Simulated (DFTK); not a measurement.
Wanted: the native input for a DFTK 0.8.2 run.

```yaml
Task: single point
Functional: PBE
Potentials_or_basis: dojo.nc.sr.pbe.v0_4_1.standard.upf (PBE)
Cutoff: 925 eV
k_mesh: 12 × 12 × 12
Occupations: fermi-dirac, width 0.05 eV
Spin: no spin polarisation
Valence_electrons: Ir 17
SCF_tolerance_on_the_density: 1e-06
```

Ir:

```xyz
1
Lattice="0.0000 1.9156 1.9156 1.9156 0.0000 1.9156 1.9156 1.9156 0.0000" Properties=species:S:1:pos:R:3 pbc="T T T"
Ir    0.0000    0.0000    0.0000
```

One way to write it, as run:

run.jl

```julia
using DFTK
using PseudoPotentialData
using Unitful, UnitfulAtomic
using LinearAlgebra, Printf
include("save.jl")
disable_threading()

# lattice vectors are the columns
lattice = austrip(1u"Å") * [           0.0         1.9156         1.9156;
                   1.9156            0.0         1.9156;
                   1.9156         1.9156            0.0]
symbols   = [:Ir]
positions = [[0.0, 0.0, 0.0]]
pseudopotentials = PseudoFamily("dojo.nc.sr.pbe.v0_4_1.standard.upf")
elements = Dict(s => ElementPsp(s, pseudopotentials) for s in unique(symbols))
atoms    = [elements[s] for s in symbols]

build_model(lattice, positions; symmetries=true) =
    model_DFT(lattice, atoms, positions;
              functionals=PBE(),
              temperature=austrip(0.05u"eV"),
              smearing=Smearing.FermiDirac(),
              symmetries)
Ecut  = 34.0  # hartree
kgrid = [12, 12, 12]
tol   = 1e-6
to_GPa = ustrip(uconvert(u"GPa", 1u"hartree/bohr^3"))

model = build_model(lattice, positions)
basis = PlaneWaveBasis(model; Ecut, kgrid)
display(basis)
scfres = self_consistent_field(basis;
                               tol,
                               nbandsalg=AdaptiveBands(model; n_bands_converge=13))
display(scfres.energies)
@printf "Fermi level: %.6f eV\n" ustrip(auconvert(u"eV", something(scfres.εF, NaN)))
forces = compute_forces_cart(scfres)
println("Forces (eV/Å)")
for (s, f) in zip(symbols, forces)
    @printf "%-3s %12.6f %12.6f %12.6f\n" s ustrip.(auconvert.(u"eV/Å", f))...
end
stress = compute_stresses_cart(scfres)
println("Stress (GPa)")
display(round.(stress * to_GPa; digits=4))
println("Levels at the first k-point (eV): ", round.(ustrip.(auconvert.(u"eV", scfres.eigenvalues[1][1:scfres.n_bands_converge])); digits=4))
save_scf!(scfres; forces, stress)
```

Potentials or basis: dojo.nc.sr.pbe.v0_4_1.standard.upf (PBE).

Command:

```console
$ julia --threads=1 run.jl  # save.jl only writes the numbers to a file and isn't shown; printed stress counts tension as positive; times include loading and compiling
```

Results of the run:

```yaml
Pressure: 10.3 GPa
Band_gap_on_the_k_mesh: none (metal or under the smearing width)
```

Run time: 100 s on 1 thread of Intel(R) Xeon(R) Platinum 8259CL CPU @ 2.50GHz (Skylake/Cascade Lake), with other jobs on the host, peak memory 1.5 GiB.
